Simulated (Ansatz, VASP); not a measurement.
BN in VASP and in Ansatz

File INCAR:

```
SYSTEM = BN
PREC     = Accurate       ! precision mode
ENCUT    = 520            ! plane-wave cutoff, eV
EDIFF    = 1E-6           ! SCF threshold, eV
ISMEAR   = 0              ! smearing method
SIGMA    = 0.05           ! smearing width, eV
LREAL    = .False.        ! projectors in reciprocal space
LASPH    = .True.         ! aspherical terms in the spheres
NELM     = 100            ! most SCF steps
ALGO     = Normal         ! electronic algorithm
ISIF     = 2              ! what is computed and relaxed
LWAVE    = .False.        ! write WAVECAR
LCHARG   = .True.         ! write CHGCAR
GGA      = PE             ! functional
LELF     = .True.         ! ELF
LVHAR    = .True.       
NBANDS   = 11             ! bands
```

Contents of KPOINTS:

```
Automatic mesh
0
Gamma
  12 12 12
  0 0 0
```

Contents of POSCAR:

```
BN
1.0
    0.0000000000      1.8120810260      1.8604635894
    1.8604635894      0.0000000000      1.8604635894
    1.8604635894      1.8120810260      0.0000000000
B N
1 1
Direct
    0.0248333266     -0.0248333266     -0.0248333266
    0.7308347069      0.7691652931      0.7691652931
```

Input for Ansatz:

```yaml
crystal:
  lattice:
    - [0.0, 1.812081026, 1.8604635894]
    - [1.8604635894, 0.0, 1.8604635894]
    - [1.8604635894, 1.812081026, 0.0]
  atoms:
    - { symbol: B, position: [0.0248333266, -0.0248333266, -0.0248333266] }
    - { symbol: "N", position: [0.7308347069, 0.7691652931, 0.7691652931] }
basis:
  ecutwfc: 520.0
kpoints:
  mp_grid: { grid: [12, 12, 12] }
hamiltonian:
  xc: pbe
  pseudopotentials: { kind: paw, azcp: { folder: soft_1 } }
scf:
  occupations: { method: gaussian, width: 0.05 }
output:
  forces: true
  stress: true
  eigenvalues: true
```

Change from the starting cell: mode 4 frozen in at -0.090 Å, equal normal strain along x and y +0.0267.

Alike in both runs: task single point; functional PBE; k mesh 12 × 12 × 12; occupations gaussian, width 0.05 eV; no spin polarisation.

|  | VASP | Ansatz |
| --- | --- | --- |
| version | VASP 6.6.1 | Ansatz 0.2.0 |
| potentials or method | VASP PAW PBE potentials, release 64 (B, N) | scalar-relativistic, plane waves, PAW |
| plane-wave cutoff (eV) | 520 | 520 |
| valence electrons in the cell | 8 | 8 |

VASP gave:

```
gap on the k mesh at the Fermi level (eV)       : 2.75
least direct gap on the mesh (eV)               : 6.80
pressure (GPa)                                  : -11.0
largest component of the traceless stress (GPa) : 9.74
rms of the force components (eV/Å)              : 1.832
```

Problem. Which values does Ansatz return?

Solution. gap on the k mesh at the Fermi level (eV): 2.75; least direct gap on the mesh (eV): 6.80; pressure (GPa): -11.2; largest component of the traceless stress (GPa): 9.69; rms of the force components (eV/Å): 1.818.

Atom by atom the forces differ by 0.014 eV/Å (rms over components). The functional is the same, so the differences come from potentials, cutoffs and numerics.

Caveats: forces of over 1 eV/Å show positions far from the minimum, so gaps and moduli don't describe the material at rest. A k mesh can miss the band edges.
